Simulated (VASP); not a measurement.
A run of VASP 6.6.1:

INCAR

```
SYSTEM = Mg
PREC     = Accurate       ! precision mode
ENCUT    = 600            ! plane-wave cutoff, eV
EDIFF    = 1E-6           ! SCF threshold, eV
ISMEAR   = -1             ! smearing method
SIGMA    = 0.05           ! smearing width, eV
LREAL    = .FALSE.        ! projectors in reciprocal space
LASPH    = .TRUE.         ! aspherical terms in the spheres
NELM     = 80             ! most SCF steps
ALGO     = Normal         ! electronic algorithm
ISIF     = 3              ! what is computed and relaxed
LWAVE    = .FALSE.        ! write WAVECAR
LCHARG   = .FALSE.        ! write CHGCAR
GGA      = PE             ! functional
IVDW     = 12             ! dispersion correction
IBRION   = 2              ! ionic algorithm
NSW      = 40             ! ionic steps
EDIFFG   = -0.01          ! ionic threshold
```

The input KPOINTS:

```
Automatic mesh
0
G
  10 10 5
  0 0 0
```

The input POSCAR:

```
Mg
1.0
    3.2093000000      0.0000000000      0.0000000000
   -1.6046500000      2.7793353284      0.0000000000
    0.0000000000      0.0000000000      5.2103000000
Mg
2
Direct
    0.6666666667      0.3333333333      0.7500000000
    0.3333333333      0.6666666667      0.2500000000
```

Potentials or basis: VASP PAW PBE potentials, release 64 (Mg).

Launch:

```bash
$ cat potpaw_PBE.64/Mg/POTCAR > POTCAR
$ mpirun -np 1 vasp_std > vasp.out
```

Hardware: 1 thread of AMD EPYC 7R43 64-Core Processor (Zen 3), with other jobs on the host.

**Question.** How long does it take, and how much memory?

**Answer.** It took 60 s on 1 thread of AMD EPYC 7R43 64-Core Processor (Zen 3), with other jobs on the host, peak memory 0.16 GiB. Counts: scf iterations 35, k points 42, ion steps 8.
